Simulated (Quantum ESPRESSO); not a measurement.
## Cu under changes of volume

One of the cells (11.458 Å³/atom); the others are scaled copies at fixed shape and fractional positions:

```
Cu
1.0
    -1.44279    1.44279    1.37608
     1.44279   -1.44279    1.37608
     1.44279    1.44279   -1.37608
Cu
1
Direct
  0.00000 0.00000 0.00000
```

This isn't the form of Cu at room conditions, which is fcc.

```yaml
Program: Quantum ESPRESSO 7.5
Functional: r2SCAN
Potentials_or_basis: SG15 PBE 1.2
Cutoff: 1197 eV
Density_cutoff: 4789 eV
k_mesh: 8 × 8 × 8
Occupations: fermi-dirac, width 0.05 eV
Spin: no spin polarisation
```

```csv
volume (Å³/atom),energy over the lowest point (meV/atom),pressure (GPa)
10.771,30.52,13.0
11.000,14.75,8.7
11.229,4.83,4.9
11.458,0.10,1.4
11.687,0.00,-1.6
11.916,4.01,-4.3
12.146,?,?
```

**Question.** What does the run at 12.146 Å³/atom give?

**Answer.** Energy over the lowest point 11.67 meV/atom; pressure -6.7 GPa.

Worked out: A Birch-Murnaghan fit of order 3 (a polynomial in V^(-2/3)) to the other rows has its minimum at 11.58 Å³/atom with B0 = V·E''(V) = 154 GPa and B' = 4.9 at fixed shape and positions, which overstates the stiffness. It gives 11.72 meV/atom at 12.146 Å³/atom, against the run's 11.67, and -dE/dV = -6.6 GPa, against -6.7.

Energies are extrapolated to zero smearing.

Caveats: all runs use coarse meshes; the potentials were made for another functional, which shifts forces and pressure.
